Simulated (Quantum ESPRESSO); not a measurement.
TaS2:

```
Ta S
1.0
     3.35000    0.00000    0.00000
    -1.67500    2.90119    0.00000
     0.00000    0.00000    5.86000
Ta S
1 2
Direct
  0.00000 0.00000 0.00000
  0.66667 0.33333 0.75000
  0.33333 0.66667 0.25000
```

| Item | Value |
| --- | --- |
| Program | Quantum ESPRESSO 7.5 |
| Task | relaxation of cell and atoms |
| Functional | BP86 |
| Dispersion | D4 |
| Potentials or basis | PseudoDojo 0.4.1 SR PBE standard |
| Cutoff | 789 eV |
| Density cutoff | 3157 eV |
| k mesh | 9 × 9 × 5 |
| Occupations | fermi-dirac, width 0.05 eV |
| Spin | no spin polarisation |

At the start: pressure 5.4 GPa; volume 18.98 Å³/atom.

Problem. How do energy, volume and symmetry change on relaxing?

Solution. Over 13 steps the energy falls by 34.1 meV/atom and the volume is 18.38 Å³/atom (-3.2 %); space group P-3m1 (No. 164, to 0.05 Å).

Step by step:
| step | energy change (eV) | largest force (eV/Å) | pressure (GPa) | volume (Å³) |
| --- | --- | --- | --- | --- |
| 1 | 0.0000 | 1.2720 | 5.39 | 56.95 |
| 2 | -0.0514 | 0.7860 | 2.35 | 57.48 |
| 3 | -0.0797 | 0.1526 | -1.36 | 58.04 |
| 4 | -0.0818 | 0.0982 | -1.54 | 57.94 |
| 5 | -0.0907 | 0.0776 | -1.54 | 57.02 |
| 6 | -0.0940 | 0.0726 | -0.82 | 56.31 |
| 7 | -0.0956 | 0.0022 | -0.01 | 55.84 |
| 8 | -0.0964 | 0.0459 | 0.36 | 55.67 |
| 9 | -0.0981 | 0.1080 | 0.79 | 55.41 |
| 10 | -0.1002 | 0.1295 | 0.92 | 55.15 |
| 11 | -0.1017 | 0.0818 | 0.57 | 55.05 |
| 12 | -0.1022 | 0.0236 | 0.14 | 55.11 |
| 13 | -0.1022 | 0.0019 | 0.00 | 55.15 |

Final structure:
```yaml
crystal:
  lattice:
    - [3.33686, 0.00000, 0.00000]
    - [-1.66843, 2.88981, 0.00000]
    - [0.00000, 0.00000, 5.71939]
  atoms:
    - { symbol: Ta, position: [0.00000, 0.00000, 0.00000] }
    - { symbol: S, position: [0.66667, 0.33333, 0.73086] }
    - { symbol: S, position: [0.33333, 0.66667, 0.26914] }
```

Caveat: the potentials were made for another functional, which shifts forces and pressure.
